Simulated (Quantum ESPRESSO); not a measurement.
# PtSe2 (Sudovikovite) in Quantum ESPRESSO: the effect of target pressure

Crystal: PtSe2 (Sudovikovite).

```
Pt Se
1.0
     3.72400    0.00000    0.00000
    -1.86200    3.22508    0.00000
     0.00000    0.00000    5.06200
Pt Se
1 2
Direct
  0.00000 0.00000 0.00000
  0.66667 0.33333 0.75000
  0.33333 0.66667 0.25000
```

Alike in all runs:

* Program: Quantum ESPRESSO 7.5
* Task: phonons
* Functional: LDA
* Potentials or basis: PseudoDojo 0.4.1 SR LDA standard
* Cutoff: 1170 eV
* Density cutoff: 4680 eV
* k mesh: 4 × 4 × 2, shifted
* Occupations: fermi-dirac, width 0.05 eV
* Spin: no spin polarisation

Each run relaxes the cell or the atoms first.

| target pressure | relaxed volume (Å³/atom) | highest phonon frequency (cm⁻¹) |
| --- | --- | --- |
| -3 GPa | 20.51 | 208 |
| 0 GPa | 19.41 | 211 |
| 3 GPa | ? | ? |
| 8 GPa | 17.81 | 229 |
| 15 GPa | 16.91 | 243 |

Task: What does the run with target pressure 3 GPa give?

Result: Relaxed volume 18.70 Å³/atom; highest phonon frequency 215 cm⁻¹.

Worked out: In Murnaghan's law V^(-B') rises as a straight line in P. The other rows fit best with B' = 6.6, V0 = 19.43 Å³/atom and B0 = 66 GPa, which gives 18.68 Å³/atom at 3 GPa, against the run's 18.70. A parabola through the other rows of the highest phonon frequency, of slope 1.93 cm⁻¹ per GPa there, gives 218 cm⁻¹, against the run's 215.

Caveats: all runs use coarse meshes; the mesh is thin for the phonons of a metal; the layers were relaxed without a dispersion term, so their spacing and the soft interlayer modes are unreliable; the cell is more than 3 GPa from zero pressure, which shifts response properties (some runs); the volume moved by over 15 % at a fixed basis, so the end points are rough (some runs).
